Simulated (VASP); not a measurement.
# Ta2N (P-3m1) in VASP: notebook

One crystal, Ta2N, is run at these levels: r2SCAN, r2SCAN+rVV10; tasks: relaxation of cell and atoms.

All numbers are computed with VASP 6.6.1; they aren't measurements. Logs are shortened: lines on timing, memory, paths and dates and some standing lists are left out, and cuts for length are marked.

## 1. The structure

The structure is trigonal, space group P-3m1 (No. 164). Conventional cell: a = 3.113 Å, b = 3.113 Å, c = 4.870 Å, α = 90.00°, β = 90.00°, γ = 120.00°. Ta (site symmetry 3m) is surrounded by 3 N at 2.18 Å. N (site symmetry -3m) is surrounded by 6 Ta at 2.18 Å.

The cell comes from a database or a generator and needn't be the stable form of this composition.

## 2. Relaxation of cell and atoms, r2SCAN

Contents of INCAR:

```
PREC = Accurate
ENCUT = 600
EDIFF = 1E-7
ISMEAR = 0
SIGMA = 0.1
LREAL = F
LASPH = T
NELM = 80
ALGO = Normal
ISIF = 3
LWAVE = F
LCHARG = F
METAGGA = R2SCAN
LMIXTAU = T
IBRION = 2
NSW = 90
EDIFFG = -0.005
```

Contents of KPOINTS:

```
Automatic mesh
0
Gamma
  15 15 10
```

Contents of POSCAR:

```
Ta2N
1.0
    3.1128615100      0.0000000000      0.0000000000
   -1.5564307500      2.6958171400      0.0000000000
    0.0000000000      0.0000000000      4.8698410000
Ta N
2 1
Direct
    0.6666666700      0.3333333300      0.7452890000
    0.3333333300      0.6666666700      0.2547110000
    0.0000000000      0.0000000000      0.0000000000
```

Potentials or basis: VASP PAW PBE potentials, release 64 (Ta_pv, N).

Run with:

```bash
$ cat potpaw_PBE.64/Ta_pv/POTCAR potpaw_PBE.64/N/POTCAR > POTCAR
$ mpirun -np 1 vasp_std > vasp.out
```

OUTCAR:

```text
PREC = Accurate
   ENCUT = 600
   EDIFF = 1E-7
   ISMEAR = 0
   LREAL = F
   LASPH = T
   NELM = 80
   ISIF = 3
   METAGGA = R2SCAN
   IBRION = 2
   NSW = 90
   EDIFFG = -0.005

 ion  position               nearest neighbor table
   1  0.667  0.333  0.745-   3 2.18   3 2.18   3 2.18   2 2.99   2 2.99   2 2.99   2 3.06   2 3.06
                             2 3.06
   2  0.333  0.667  0.255-   3 2.18   3 2.18   3 2.18   1 2.99   1 2.99   1 2.99   1 3.06   1 3.06
                             1 3.06
   3  0.000  0.000  0.000-   1 2.18   2 2.18   2 2.18   1 2.18   1 2.18   2 2.18

  LATTYP: Found a hexagonal cell.
 ALAT       =     3.1128615100
 C/A-ratio  =     1.5644258456

  Lattice vectors:

 A1 = (   3.1128615100,   0.0000000000,   0.0000000000)
 A2 = (  -1.5564307500,   2.6958171400,   0.0000000000)
 A3 = (   0.0000000000,   0.0000000000,   4.8698410000)

Analysis of symmetry for initial positions (statically):
=====================================================================
 Subroutine PRICEL returns:
 Original cell was already a primitive cell.

 Routine SETGRP: Setting up the symmetry group for a
 hexagonal supercell.

 Subroutine GETGRP returns: Found 12 space group operations
 (whereof 12 operations were pure point group operations)
 out of a pool of 24 trial point group operations.

The static configuration has the point symmetry D_3d.

Analysis of symmetry for dynamics (positions and initial velocities):
=====================================================================
 Subroutine PRICEL returns:
 Original cell was already a primitive cell.

 Routine SETGRP: Setting up the symmetry group for a
 hexagonal supercell.

 Subroutine GETGRP returns: Found 12 space group operations
 (whereof 12 operations were pure point group operations)
 out of a pool of 24 trial point group operations.

The dynamic configuration has the point symmetry D_3d.

 Subroutine INISYM returns: Found 12 space group operations
 (whereof 12 operations are pure point group operations),
 and found     1 'primitive' translations

----------------------------------------------------------------------------------------

                                     Primitive cell

  volume of cell :      40.8663

  direct lattice vectors                    reciprocal lattice vectors
     3.112861510  0.000000000  0.000000000     0.321247828  0.185472520  0.000000000
    -1.556430750  2.695817140  0.000000000     0.000000000  0.370945041  0.000000000
     0.000000000  0.000000000  4.869841000     0.000000000  0.000000000  0.205345513

  length of vectors
[... 99 lines left out ...]
   ISMEAR =     0;   SIGMA  =   0.10  broadening in eV -4-tet -1-fermi 0-gaus
   EFERMI_NEDOS =   21; number of points for ismear=-14 and -15
   IALGO  =     38    algorithm
   IMIX   =      4    mixing-type and parameters
     AMIX     =   0.40;   BMIX     =  1.00
     AMIX_MAG =   1.60;   BMIX_MAG =  1.00
  volume/ion in A,a.u.               =      13.62        91.93
  Fermi-wavevector in a.u.,A,eV,Ry     =   1.425852  2.694469 27.661374  2.033054
  Thomas-Fermi vector in A             =   2.546192
   LORBIT       =      0    0 simple, 1 ext, 2 COOP (PROOUT), +10 PAW based schemes
   METAGGA = R2SCAN    functional components
   LHFCALC =     F    Hartree Fock is set to
   AEXX    =    0.0000 exact exchange contribution
   IVDW    =     0    specifies the selected vdW correction
   LEPSILON=     F    determine dielectric tensor
   LRPA    =     F    only Hartree local field effects (RPA)
 conjugate gradient relaxation of ions
 non-spin polarized calculation
 Gauss-broadening in eV      SIGMA  =   0.10
  energy-cutoff  :      600.00
  volume of cell :       40.87
 maximum number of plane-waves:      1387
 NGX is ok and might be reduce to    28

--------------------------------------- Ionic step        1  -------------------------------------------

 number of electron      26.9999997 magnetization

 Free energy of the ion-electron system (eV)
  ---------------------------------------------------
  ext. energy  EPLUGINS =         0.00000000
  ---------------------------------------------------
  free energy    TOTEN  =      -109.02198025 eV

  energy without entropy =     -109.01602051  energy(sigma->0) =     -109.01900038

------------------------ aborting loop because EDIFF is reached ----------------------------------------

  FORCE on cell =-STRESS in cart. coord.  units (eV):
  Direction    XX          YY          ZZ          XY          YZ          ZX
  --------------------------------------------------------------------------------------
  -------------------------------------------------------------------------------------
  Total       -1.2954955     -1.2954955     -0.7086526     -0.0000000     -0.0000000      0.0000000
  in kB      -50.7903814    -50.7903812    -27.7829864     -0.0000001     -0.0000000      0.0000000
  external PRESSURE =     -43.1212497 kB  Pullay stress =       0.0000000 kB
[... 209 lines left out ...]
--------------------------------------- Ionic step        7  -------------------------------------------

 number of electron      26.9999999 magnetization

 Free energy of the ion-electron system (eV)
  ---------------------------------------------------
  ext. energy  EPLUGINS =         0.00000000
  ---------------------------------------------------
  free energy    TOTEN  =      -109.03627025 eV

  energy without entropy =     -109.02967399  energy(sigma->0) =     -109.03297212

 E-fermi :   7.6474     XC(G=0): -14.0157

 val. band max:        7.6432532292   @ k =   0.1333  -0.0000   0.2000
 cond. band min:       7.6537187962   @ k =   0.2667   0.2667   0.5000
 fundamental gap:      0.0104655670
 Fermi energy:         7.6473548182

 k-point     1 :       0.0000    0.0000    0.0000
  band No.  band energies     occupation
      1     -29.4173      2.00000
      2     -28.5981      2.00000
      3     -28.5981      2.00000
      4     -28.4735      2.00000
      5     -28.4735      2.00000
      6     -28.3954      2.00000
[... 457 lines left out ...]
      4     -28.8767      2.00000
      5     -28.7192      2.00000
      6     -28.6796      2.00000
[... 9 lines left out ...]
     16      10.6758      0.00000
     17      11.4076      0.00000

 [... further k-points ...]

------------------------ aborting loop because EDIFF is reached ----------------------------------------

  FORCE on cell =-STRESS in cart. coord.  units (eV):
  Direction    XX          YY          ZZ          XY          YZ          ZX
  --------------------------------------------------------------------------------------
  -------------------------------------------------------------------------------------
  Total       -0.0014132     -0.0014132      0.0062611     -0.0000000      0.0000000     -0.0000000
  in kB       -0.0563486     -0.0563486      0.2496496     -0.0000000      0.0000000     -0.0000000
  external PRESSURE =       0.0456508 kB  Pullay stress =       0.0000000 kB
[... 18 lines left out ...]
  FREE ENERGIE OF THE ION-ELECTRON SYSTEM (eV)
  ---------------------------------------------------
  free  energy   TOTEN  =      -109.0362702516 eV

  energy  without entropy=     -109.0296739893  energy(sigma->0) =     -109.03297212

 reached required accuracy - stopping structural energy minimisation
```

Run time: 2.2 h. Hardware: 1 thread of AMD EPYC 7R43 (Zen 3), shared host; peak memory 0.29 GiB.

What came out:

- Free energy: -109.0363 eV
- Relaxed volume: 13.39 Å³/atom
- Relaxed cell: a = 3.077 Å, b = 3.077 Å, c = 4.899 Å, α = 90.00°, β = 90.00°, γ = 120.00°
- Space group after relaxing (to 0.05 Å): P-3m1 (No. 164)
- Energy gained by relaxing: 4.8 meV/atom
- Ionic steps: 7
- Pressure after relaxing: 0.0 GPa
- Largest force after relaxing: 0.005 eV/Å
- Band gap on the k mesh: none (metal or under the smearing width)

Forces in eV/Å, atoms in the order of the input:
```
Ta   0.000  0.000 -0.005
Ta   0.000  0.000  0.005
N    0.000  0.000  0.000
```

Step by step:
| step | energy change (eV) | largest force (eV/Å) | pressure (GPa) | volume (Å³) |
| --- | --- | --- | --- | --- |
| 1 | 0.0000 | 0.1035 | -4.31 | 40.87 |
| 2 | 0.0429 | 0.3726 | 12.30 | 38.73 |
| 3 | -0.0098 | 0.1825 | 0.30 | 40.21 |
| 4 | -0.0134 | 0.0384 | 0.12 | 40.19 |
| 5 | -0.0141 | 0.0484 | 0.03 | 40.17 |
| 6 | -0.0143 | 0.0127 | 0.00 | 40.18 |
| 7 | -0.0143 | 0.0047 | 0.00 | 40.18 |

Final structure:
```cif
data_structure
_symmetry_space_group_name_H-M 'P 1'
_symmetry_Int_Tables_number 1
_cell_length_a 3.0774
_cell_length_b 3.0774
_cell_length_c 4.8993
_cell_angle_alpha 90.000
_cell_angle_beta 90.000
_cell_angle_gamma 120.000
_cell_volume 40.18
loop_
_atom_site_label
_atom_site_type_symbol
_atom_site_fract_x
_atom_site_fract_y
_atom_site_fract_z
_atom_site_occupancy
Ta1 Ta 0.66667 0.33333 0.74267 1
Ta2 Ta 0.33333 0.66667 0.25733 1
N1 N 0.00000 0.00000 0.00000 1
```

Caveat: the PAW data sets were made with another functional, which shifts forces and pressure a little.

## 3. Relaxation of cell and atoms, r2SCAN+rVV10

Changes to INCAR since step 2:

```diff
@@ -14,2 +14,6 @@
 LMIXTAU = T
+LUSE_VDW = T
+IVDW_NL = 2
+BPARAM = 11.95
+CPARAM = 0.0093
 IBRION = 2
```

KPOINTS is that of step 2.

POSCAR is that of step 2.

Potentials or basis: VASP PAW PBE potentials, release 64 (Ta_pv, N).

Run with:

```bash
$ cat potpaw_PBE.64/Ta_pv/POTCAR potpaw_PBE.64/N/POTCAR > POTCAR
$ mpirun -np 1 vasp_std > vasp.out
```

Run time: 3.2 h. Hardware: 1 thread of AMD EPYC 7R43 (Zen 3), shared host; peak memory 0.43 GiB.

It converged, with:

```
Free energy                            : -108.6337 eV
Relaxed volume                         : 13.33 Å³/atom
Relaxed cell                           : a = 3.072 Å, b = 3.072 Å, c = 4.895 Å, α = 90.00°, β = 90.00°, γ = 120.00°
Space group after relaxing (to 0.05 Å) : P-3m1 (No. 164)
Energy gained by relaxing              : 6.9 meV/atom
Ionic steps                            : 11
Pressure after relaxing                : 0.0 GPa
Largest force after relaxing           : 0.004 eV/Å
Band gap on the k mesh                 : none (metal or under the smearing width)
```

Forces in eV/Å, atoms in the order of the input:
```
Ta   0.000  0.000 -0.004
Ta   0.000  0.000  0.004
N    0.000  0.000  0.000
```

Step by step:
```
step  energy change (eV)  largest force (eV/Å)  pressure (GPa)  volume (Å³)
   1              0.0000                0.1057           -5.59        40.87
   2              0.0785                0.4849           16.78        38.12
   3             -0.0155                0.2099            0.20        40.05
   4             -0.0155                0.2121            0.32        40.04
   5             -0.0198                0.0351            0.19        40.00
   6             -0.0204                0.0526            0.15        39.98
   7             -0.0204                0.0593            0.15        39.98
   8             -0.0207                0.0057           -0.27        40.04
   9             -0.0207                0.0052           -0.20        40.03
  10             -0.0207                0.0245            0.43        39.95
  11             -0.0208                0.0045            0.00        40.00
```

Final structure:
```
Ta N
1.0
     3.07190    0.00000    0.00000
    -1.53595    2.66035    0.00000
     0.00000    0.00000    4.89479
Ta N
2 1
Direct
  0.66667 0.33333 0.74243
  0.33333 0.66667 0.25757
  0.00000 0.00000 0.00000
```

Levels at points of the mesh, in eV from the Fermi level:
```tsv
k point	band 11	band 12	band 13	band 14	band 15	band 16
(0.00, 0.00, 0.00)	-5.48	-0.82	-0.23	-0.23	0.09	0.52
(0.00, 0.00, 0.50)	-3.34	-2.99	-1.06	-1.06	1.77	2.37
```

Caveat: the PAW data sets were made with another functional, which shifts forces and pressure a little. The run has no spin-orbit coupling, so splittings on Ta are missing.
